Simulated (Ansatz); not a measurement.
**I in Ansatz: the effect of target pressure**

Crystal: I.

```
I
1.0
     0.00000    2.36560    3.90984
     2.19225    0.00000    3.90984
     2.19225    2.36560    0.00000
I
1
Direct
  0.00000 0.00000 0.00000
```

Alike in all runs:

```yaml
Program: Ansatz 0.2.0
Task: relaxation of cell and atoms
Functional: r2SCAN
Potentials_or_basis: Ansatz PAW
Cutoff: "500 eV (not typed: the program's choice for these potentials)"
k_mesh: 9 × 9 × 9
Occupations: fermi-dirac, width 0.05 eV
Spin: no spin polarisation
```

Each run relaxes the cell or the atoms first.

Q: One run gave: relaxed volume 36.06 Å³/atom. Which target pressure did it use?
A. 10 GPa
B. 5 GPa
C. 20 GPa
D. 2 GPa
E. 30 GPa

A: D.

```tsv
target pressure	relaxed volume (Å³/atom)
0 GPa	40.55
2 GPa	36.06
5 GPa	32.74
10 GPa	29.72
20 GPa	26.27
30 GPa	24.12
```

Caveats: the plane-wave basis is chosen anew once the cell has moved, so the energies of steps on either side of that aren't comparable; an odd number of electrons without spin polarisation forces a metal; a magnetic or distorted state may lie lower; the PAW data sets come from PBE, with cores solved anew for the run's functional, which leaves a small shift of forces and pressure; the volume moved by over 15 % at a fixed basis, so the end points are rough (some runs).
